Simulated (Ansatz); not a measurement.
A surface is cut from this relaxed crystal of Zn:

```cif
data_structure
_symmetry_space_group_name_H-M 'P6_3/mmc'
_symmetry_Int_Tables_number 194
_cell_length_a 2.6354
_cell_length_b 2.6354
_cell_length_c 5.0918
_cell_angle_alpha 90.000
_cell_angle_beta 90.000
_cell_angle_gamma 120.000
_cell_volume 30.63
loop_
_atom_site_label
_atom_site_type_symbol
_atom_site_symmetry_multiplicity
_atom_site_Wyckoff_symbol
_atom_site_fract_x
_atom_site_fract_y
_atom_site_fract_z
_atom_site_occupancy
Zn1 Zn 2 c 0.33333 0.66667 0.25000 1
```

Miller indices refer to the conventional cell of P6_3/mmc (No. 194), a = 2.635 Å, b = 2.635 Å, c = 5.092 Å, α = 90.00°, β = 90.00°, γ = 120.00°.

The (100) slab of 10 planes, 9.9 Å thick with 15 Å of vacuum as cut; outer planes Zn (top) and Zn (bottom).

These are results of DFT PBE, scalar-relativistic, plane waves, PAW in Ansatz 0.2.0, not measurements. Settings: cutoff 420 eV, Γ-centred mesh 13×7×1 on the computed 10-atom cell, Gaussian smearing of 0.10 eV; no spin polarisation. A dipole correction removes the field between periodic images along c.

The slab's middle planes relax by over 3 % too, so it holds no bulk-like region.

With the atoms at the bulk's places:

For the slab as cut, the surface energy (mean of both faces) is 0.85 J/m² and the work function is 4.34 eV.

**Question.** What changes when all atoms relax within this surface cell and its symmetry?

**Answer.** The energy falls by 0.219 J/m² a face, and the largest move is 0.56 Å.

```json
{"Surface energy (mean of both faces)": "0.63 J/m²", "Work function": "4.19 eV"}
```

| plane (bottom to top) | atoms | spacing to next, bulk (Å) | relaxed (Å) | change (%) |
| --- | --- | --- | --- | --- |
| 1 | Zn | 0.761 | -0.003 | -100.4 |
| 2 | Zn | 1.522 | 2.411 | +58.5 |
| 3 | Zn | 0.761 | -0.004 | -100.5 |
| 4 | Zn | 1.522 | 2.334 | +53.4 |
| 5 | Zn | 0.761 | -0.003 | -100.4 |
| 6 | Zn | 1.522 | 2.333 | +53.4 |
| 7 | Zn | 0.761 | -0.003 | -100.5 |
| 8 | Zn | 1.522 | 2.411 | +58.5 |
| 9 | Zn | 0.761 | -0.003 | -100.3 |
| 10 | Zn |  |  |  |